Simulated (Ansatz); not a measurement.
# Field gradients at the nuclei in V2O3

The cell is a COD entry whose atoms were relaxed with PBE, the cell held.

Space group R-3c:H (No. 167); a = 4.9418, c = 13.9903 Å, γ = 120.00°.

```csv
site,Wyckoff,site symmetry,x,y,z
V,12c,3.,0.0000,0.0000,0.8414
O,18e,.2,0.3436,0.0102,0.0833
```

One atom of each set is listed; the run and its k-mesh use a cell of 10 atoms with edges of 5.47, 5.47, 5.47 Å.

The numbers come from a DFT calculation in Ansatz (r2SCAN, plane waves and PAW, scalar-relativistic, collinear spin, 500 eV cutoff, Γ-centred 9×9×9 k-points, Fermi–Dirac smearing 0.05 eV). Start moments as typed (μB): 2 on each V, none on the rest.

Conventions: |V_zz| ≥ |V_yy| ≥ |V_xx|, η = (V_xx − V_yy)/V_zz, C_Q = eQV_zz/h.

⁵¹V: I = 7/2, Q = -52.00 mb; O-17: I = 5/2, Q = -25.58 mb. Nuclear quadrupole moments: year-2017 set (Pyykkö).

| site | atoms | first shell | V_zz (10²¹ V/m²) | η | C_Q (MHz) |
| --- | --- | --- | --- | --- | --- |
| V | 4 | 6 O at 1.98–2.05 Å | 3.13 | 0.00 | -3.94 |
| O | 6 | 4 V at 1.98–2.05 Å | -3.90 | 0.14 | 2.41 |

An axis of threefold or higher order runs through V, so V_zz lies along it and η is zero.

At this cell the principal stresses reach 5 GPa in size with r2SCAN, which can matter for small gradients. The largest force is 1.0 eV/Å, so the atoms aren't at the calculated equilibrium and relaxing them would move these values. The program didn't check the stability of this electronic state in full, so a lower one may lie near. The run finds no gap above 0.1 eV (a metal, or nearly one), so the gradients can move by 10 % or more with the k-mesh. Semilocal functionals can leave a metal where correlation in the d or f shell opens a gap in the real compound, and that would change the values at and beside V. Measured V2O3 orders antiferromagnetically, but in this run all moments are parallel, as the start or the cell imposes: fields and spin densities carried over to other atoms belong to this order alone, and gaps, moments and gradients can differ too.
